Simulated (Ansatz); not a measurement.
Runs of Ansatz 0.2.0 on WS2 (Tungstenite). The structure is hexagonal, space group P6_3/mmc (No. 194). Conventional cell: a = 3.180 Å, b = 3.180 Å, c = 12.500 Å, α = 90.00°, β = 90.00°, γ = 120.00°. W (site symmetry -6m2) has 6 S at 2.41 Å as nearest neighbours. S (site symmetry 3m) is surrounded by 3 W at 2.41 Å. 

```csv
task,level,potentials or basis,spin,cutoff (eV),points for each segment of the path,gap on the mesh (eV),pressure (GPa),V0 of scaled cells (Å³/atom),B0 (GPa),largest force (eV/Å)
equation of state,PBE+D3(BJ),Ansatz PAW,off,420,-,-,-,18.07,162,-
single point,PBE,Ansatz PAW,off,300,-,1.12,2.5,-,-,0.15
band structure,r2SCAN,Ansatz PAW,"SOC, no magnetisation",500,14,(a),0.2,-,-,(b)
equation of state,PBE,Ansatz PAW small core,off,420,-,-,-,18.51,(c),-
```

Alike in all rows: cell as given; k mesh 10 × 10 × 3; smearing fermi-dirac 0.05 eV.

Q: Estimate the missing entries.

A: (a) 1.17; (b) 0.12; (c) 154.

Caveats: the cell was scaled at fixed shape and fractional positions, which overstates the stiffness of a crystal with free parameters, most of all of layers and chains (some runs); this functional lacks dispersion, which binds the layers, so the pressure and a relaxed spacing across them are unreliable (some runs); odd divisions of the mesh miss points on the zone boundary, where band edges often lie, so the gap on the mesh can be too wide (some runs); spin-orbit coupling is left out, which moves the levels of the heavy elements (some runs); the cutoff lies under the one recommended for these potentials (some runs); the k mesh misses the band edges, so the gap on the mesh is wider than the one along the path (some runs); the PAW data sets come from PBE, with cores solved anew for the run's functional, which leaves a small shift of forces and pressure (some runs).

A k mesh can miss the band edges, and rows without SOC leave out spin-orbit coupling on W.
